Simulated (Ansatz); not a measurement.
Crystal: Te2Mo.

```xyz
12
Lattice="6.3300 0.0000 0.0000 0.0000 3.4690 0.0000 -0.9468 0.0000 13.8276" Properties=species:S:1:pos:R:3 pbc="T T T"
Te    5.4013    2.6018    8.3588
Te   -0.0181    0.8672    5.4688
Te    4.9099    0.8672   11.7728
Te    0.4733    2.6018    2.0548
Te    1.7550    2.6018   12.3826
Te    3.6282    0.8672    1.4450
Te    2.1916    0.8672    8.9658
Te    3.1917    2.6018    4.8618
Mo    4.2299    2.6018   13.7253
Mo    1.1533    0.8672    0.1023
Mo    3.8493    0.8672    6.8225
Mo    1.5339    2.6018    7.0051
```

* Program: Ansatz 0.2.0
* Task: relaxation of cell and atoms
* Functional: PBEsol
* Dispersion: D3(BJ)
* Potentials or basis: Ansatz PAW
* Cutoff: 420 eV (not typed: the program's choice for these potentials)
* k mesh: 4 × 8 × 2
* Occupations: fermi-dirac, width 0.05 eV
* Spin: no spin polarisation

At the start: volume 25.30 Å³/atom.

Q: How do energy, volume and symmetry change on relaxing?

A: It ends after 8 steps and the volume is 22.92 Å³/atom (-9.4 %); space group P2_1/m (No. 11, to 0.05 Å).

The path:
```tsv
step	energy change (eV)	largest force (eV/Å)	volume (Å³)
1	0.0000	0.2267	303.64
2	-0.0153	0.9772	264.67
3	-0.4248	0.3959	275.46
4	-0.4580	0.2033	277.14
5	-0.4672	0.0917	275.16
6	-0.4686	0.0182	275.06
7	-0.4686	0.0035	275.05
8	-0.4633	0.0035	275.05
```

Final structure:
```
CELL_PARAMETERS angstrom
6.26874 0.00000 -0.00812
0.00000 3.41742 0.00000
-0.95537 0.00000 12.84050
ATOMIC_POSITIONS crystal
Te 0.94835 0.75000 0.60905
Te 0.05165 0.25000 0.39095
Te 0.90370 0.25000 0.84052
Te 0.09630 0.75000 0.15948
Te 0.41134 0.75000 0.89147
Te 0.58866 0.25000 0.10853
Te 0.44388 0.25000 0.65875
Te 0.55612 0.75000 0.34125
Mo 0.81705 0.75000 0.99190
Mo 0.18295 0.25000 0.00810
Mo 0.68079 0.25000 0.49391
Mo 0.31921 0.75000 0.50609
```

Caveat: the plane-wave basis is chosen anew once the cell has moved, so the energies of steps on either side of that aren't comparable; the PAW data sets come from PBE, with cores solved anew for the run's functional, which leaves a small shift of forces and pressure.
